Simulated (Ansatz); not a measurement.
All numbers below come from DFT PBE, scalar-relativistic, plane waves, PAW in Ansatz. Settings: cutoff 420 eV, Γ-centred meshes spaced at most about 0.3 Å⁻¹ (2π included), Gaussian smearing. No spin polarisation in the final relaxations.

All energies are static (0 K, no zero-point motion). All come from trial cells, and lower structures may exist.

Problem. These unrelaxed guesses for HfSiO4 are each relaxed within their symmetry. Order them by the energy at which they end, lowest first.
A.

```
Hf Si O
1.0
     4.64604    0.00000    0.00000
    -2.32302    4.02359    0.00000
     0.00000    0.00000    7.60545
Hf Si O
2 2 8
Cartesian
  0.0000 2.6824 3.3312
  2.3230 1.3412 7.1339
  0.0000 2.6824 0.4715
  2.3230 1.3412 4.2743
  0.0000 2.6824 1.9014
  2.3230 1.3412 5.7041
  2.3230 0.0000 0.0000
  1.1615 2.0118 3.8027
  -1.1615 2.0118 0.0000
  2.3230 0.0000 3.8027
  1.1615 2.0118 0.0000
  -1.1615 2.0118 3.8027
```

B.

```
Hf Si O
1.0
     3.35435   -3.35435    0.00000
     3.35435    3.35435    0.00000
     0.00000    0.00000    3.15896
Hf Si O
1 1 4
Direct
  0.50000 0.50000 0.50000
  0.00000 0.00000 0.00000
  0.19496 0.19496 0.50000
  0.69496 0.30504 0.00000
  0.30504 0.69496 0.00000
  0.80504 0.80504 0.50000
```

C.

```
Hf Si O
1.0
    -2.09373    2.28890    3.70838
     2.09373   -2.28890    3.70838
     2.09373    2.28890   -3.70838
Hf Si O
1 1 4
Direct
  0.00000 0.00000 0.00000
  0.50000 0.00000 0.50000
  0.64000 0.09900 0.95900
  0.14000 0.68100 0.04100
  0.36000 0.31900 0.45900
  0.86000 0.90100 0.54100
```

Solution. A (ends in P6_3mc, 0 meV/atom), C (ends in I-42m, 173 meV/atom), B (ends in Cmmm, 187 meV/atom).

These runs have no spin–orbit coupling, which can matter for Hf. With atoms moved at random, P6_3mc came back. Other cells relaxed within their symmetry can be saddle points. The part of the Crystallography Open Database at hand lists HfSiO4 in space group No. 141, which no cell shown has. Some types were kept out of the candidates beforehand, so the set may lack a known form.
